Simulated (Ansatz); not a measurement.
Reactions of C3H8AlF, SMILES `C[CH2][Al]([CH3])[F]`.

Computed with Ansatz on PBE0-D4/def2-TZVP structures; ΔE is electronic, products minus reactants. CBS: MP2 limit from def2 TZ/QZ plus the TZ coupled-cluster correction, frozen cores. This one scheme is used for every species, atoms too. Double bonds are as drawn, so ΔE can hold a change between cis and trans. DFT in def2-TZVPP. No spin–orbit coupling; open shells (•) take unrestricted orbitals. Spin–orbit coupling would lower the free atoms: a little for F. For Ge outer-core shells are correlated without core-valence functions, so the limit isn't a true one: a few kJ/mol of doubt a bond, and 10 to 20 or more in all where bonds break to atoms. Scalar relativity is left out up to krypton. One conformer a species, not always the lowest.

```csv
reaction,B2PLYP (kJ/mol)
`C[CH2][Al]([CH3])[F]` + `CF` → `[CH3][Al]([F])[CH2]F` + `CC`,5
`C[CH2][Al]([CH3])[F]` → `C[CH2][Al][CH3]`• + F•,674
`C[CH2][Al]([CH3])[F]` + H₂ → `[CH3][Al]([CH3])[F]` + CH₄,-93
`C[CH2][Al]([CH3])[F]` + `N#CC(O)S` → `[CH3][Al]([F])[C]#N` + `CCC(O)S`,-82
`C[CH2][Al]([CH3])[F]` + `O=C[O][GeH3]` → `[CH3][Al]([F])[O][GeH3]` + `CCC=O`,-113
`C[CH2][Al]([CH3])[F]` + H₂O → `[CH3][Al]([OH])[F]` + `CC`,-164
`C[CH2][Al]([CH3])[F]` + `C[SiH2]N[SiH3]` → `C[SiH2]N(C)[SiH3]` + `[CH3][Al]([CH3])[F]`,24
`C[CH2][Al]([CH3])[F]` + `O/C([SiH3])=C/[SiH3]` → `C[CH2][Al]([F])[SiH3]` + `C/C=C(\O)[SiH3]`,37
```

Problem. Give the CCSD(T)/CBS values in the same order. (Best estimate.)

Solution. Computed: 9, 688, -86, -89, -115, -154, 23, 36 kJ/mol.

Largest T1 diagnostic: 0.015, for `O=C[O][GeH3]`.
